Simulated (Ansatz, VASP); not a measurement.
Two plane-wave programs on CdTe

The input INCAR:

```
SYSTEM = CdTe
  PREC = Accurate
  ENCUT = 520
  EDIFF = 1E-6
  ISMEAR = 0
  SIGMA = 0.02
  LREAL = .False.
  LASPH = .True.
  NELM = 80
  ALGO = Fast
  ISIF = 2
  LWAVE = .False.
  LCHARG = .False.
  GGA = PE
  LOPTICS = .True.
  NBANDS = 57
  NEDOS = 2000
  CSHIFT = 0.1
```

KPOINTS

```
regular mesh
0
Gamma
  7 7 7
  0 0 0
```

POSCAR

```
CdTe
1.0
    0.0000000000      3.2050000000      3.2050000000
    3.2050000000      0.0000000000      3.2050000000
    3.2050000000      3.2050000000      0.0000000000
Te Cd
1 1
Direct
    0.7500000000      0.7500000000      0.7500000000
    0.0000000000      0.0000000000      0.0000000000
```

The input input.yaml:

```yaml
crystal:
  lattice:
    - [0.0, 3.205, 3.205]
    - [3.205, 0.0, 3.205]
    - [3.205, 3.205, 0.0]
  atoms:
    - { symbol: Te, position: [0.75, 0.75, 0.75] }
    - { symbol: Cd, position: [0.0, 0.0, 0.0] }
hamiltonian:
  xc: pbe
  pseudopotentials: { kind: paw }
kpoints:
  mp_grid: { grid: [7, 7, 7] }
scf:
  occupations: { method: gaussian, width: 0.02 }
output:
  forces: true
  stress: true
  eigenvalues: true
```

Alike in both runs: functional PBE; k mesh 7 × 7 × 7; occupations gaussian, width 0.02 eV; no spin polarisation.

|  | VASP | Ansatz |
| --- | --- | --- |
| version | VASP 6.6.1 | Ansatz 0.2.0 |
| potentials or method | VASP PAW PBE potentials, release 64 (Te, Cd) | Ansatz PAW |
| plane-wave cutoff (eV) | 520 | 420 |
| valence electrons in the cell | 18 | 36 |
| task | optical spectrum | single point |

Ansatz gave:

```
gap on the k mesh at the Fermi level (eV) : 0.87
least direct gap on the mesh (eV)         : 0.87
pressure (GPa)                            : 4.2
```

Task: What did VASP give for the same quantities?

Result: gap on the k mesh at the Fermi level (eV): 0.87; least direct gap on the mesh (eV): 0.87; pressure (GPa): 4.4.

The two sets of potentials don't hold the same shells in valence.

Caveats: spin-orbit coupling is left out, which moves the levels of the heavy elements; spectra need much finer meshes, so this one isn't converged (VASP); independent-particle spectra lack excitons (VASP); odd divisions of the mesh miss points on the zone boundary, where band edges often lie, so the gap on the mesh can be too wide (Ansatz). PBE gaps usually lie below the measured ones, often by a third to a half.
